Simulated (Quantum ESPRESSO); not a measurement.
Crystal: PbSe (Clausthalite).

```
Pb Se
1.0
     0.00000    3.06065    3.06065
     3.06065    0.00000    3.06065
     3.06065    3.06065    0.00000
Pb Se
1 1
Direct
  0.00000 0.00000 0.00000
  0.50000 0.50000 0.50000
```

Base run:

* Program: Quantum ESPRESSO 7.5
* Functional: LDA
* Potentials or basis: GBRV 1.5 LDA
* Cutoff: 612 eV
* Density cutoff: 4898 eV
* k mesh: 6 × 6 × 6, shifted
* Occupations: fermi-dirac, width 0.05 eV
* Spin: no spin polarisation

Its results: pressure -2.3 GPa; electronic dielectric tensor (diagonal) 22.99.

After a change of settings the same cell gave: pressure -0.6 GPa; electronic dielectric tensor (diagonal) 22.22. Which change was it?
A. functional from LDA to PBEsol; potentials or basis from GBRV 1.5 LDA to GBRV 1.5 PBEsol
B. functional from LDA to PBE; potentials or basis from GBRV 1.5 LDA to GBRV 1.5 PBE
C. functional from LDA to BLYP; potentials or basis from GBRV 1.5 LDA to GBRV 1.5 PBE

A.
